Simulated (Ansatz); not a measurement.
```yaml
crystal:
  lattice:
    - [0.0, 3.1226488344, 3.1226488344]
    - [3.1226488344, 0.0, 3.1226488344]
    - [3.1226488344, 3.1226488344, 0.0]
  atoms:
    - { symbol: Ba, position: [0.0, 0.0, 0.0] }
    - { symbol: F, position: [0.25, 0.25, 0.25] }
    - { symbol: F, position: [0.75, 0.75, 0.75] }
basis:
  ecutwfc: 420
  ecutrho_ratio: 4
kpoints:
  mp_grid: { grid: [6, 6, 6] }
hamiltonian:
  xc: pbe
scf:
  occupations: { method: gaussian, width: 0.05 }
output:
  forces: true
  stress: true
  eigenvalues: true
```

**Question.** What does this Ansatz input ask for?

**Answer.** It asks for a single-point calculation of BaF2 with PBE (scalar-relativistic), a cutoff of 420 eV (density cutoff 4 times that), a Γ-centred 6×6×6 mesh and Gaussian smearing of 0.05 eV, without spin polarisation. Forces, stress and eigenvalues are wanted.

**Question.** How large is the problem?

**Answer.** 24 valence electrons, 1243 plane waves at Γ, 48 symmetry operations and 16 irreducible k-points; it took 7 SCF iterations in all.

Launched as:
```sh
ansatz run input.yaml --threads 4 --pin off --max-ram 7168MiB --backend cpu --events-out ev --progress --plain --runs-dir out
```

**Question.** About how long does the run take on 4 threads of Arm Neoverse V1, on a shared host, and how much memory does it need?

**Answer.** About 0.49 s, with a peak of 0.31 GiB.

The start was a prototype's sites filled with these elements; the Crystallography Open Database holds the compound in this structure.
